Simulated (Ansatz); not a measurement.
# TlCl: a single-point run

Aim: a sound single-point run of TlCl. The structure is shown as the input types it.

Method: density functional or hybrid calculation with the settings of its input, plane waves (as first typed), in Ansatz 0.2.0.

1 further run of the same task is left out (for a known fault of the program). Runs told in other sessions of the task aren't counted.

**1. The structure to begin with**

Symmetry: Pm-3m, No. 221, cubic system. Conventional cell: a = 3.839 Å, b = 3.839 Å, c = 3.839 Å, α = 90.00°, β = 90.00°, γ = 90.00°. Tl (site symmetry m-3m) is surrounded by 8 Cl at 3.32 Å. Around Cl (site symmetry m-3m) lie 8 Tl at 3.32 Å.

As a file:

```cif
data_structure
_symmetry_space_group_name_H-M 'P 1'
_symmetry_Int_Tables_number 1
_cell_length_a 3.8388
_cell_length_b 3.8388
_cell_length_c 3.8388
_cell_angle_alpha 90.000
_cell_angle_beta 90.000
_cell_angle_gamma 90.000
_cell_volume 56.57
loop_
_atom_site_label
_atom_site_type_symbol
_atom_site_fract_x
_atom_site_fract_y
_atom_site_fract_z
_atom_site_occupancy
Tl1 Tl 0.00000 0.00000 0.00000 1
Cl1 Cl 0.50000 0.50000 0.50000 1
```

**2. Running it**

input.yaml reads:

```yaml
crystal:
  lattice:
    - [3.8388256296, 0.0, 0.0]
    - [0.0, 3.8388256296, 0.0]
    - [0.0, 0.0, 3.8388256296]
  atoms:
    - { symbol: Tl, position: [0.0, 0.0, 0.0] }
    - { symbol: Cl, position: [0.5, 0.5, 0.5] }
kpoints:
  mp_grid: { grid: [4, 4, 4] }
hamiltonian:
  xc: hse06
scf:
  occupations: { method: fixed }
  n_extra_bands: 4
  exx: { max_outer_iter: 2 }
output:
  forces: true
  stress: true
  eigenvalues: true
```

On the command line:

```console
$ ansatz run input.yaml --threads 4 --pin off --max-ram 3686MiB --backend cpu --events-out ev --progress --plain --runs-dir out
```

What happens when this is run?

This run ends as converged, with warnings (stress exchange threshold loose, stress scf threshold loose). Its log warns: «output.stress: scf.convergence.dr2_threshold = 1e-7 eV (the SCF's general default) is looser than the 2e-10 eV advised for a printed stress (1e-10 eV for each atom of the ...»

Look at the input: scf.exx.max_outer_iter is 2. What could go wrong: too low a cap on iterations. It still converged here, which does not make the setting sound.

The test: delete scf.exx.max_outer_iter (the default then holds).
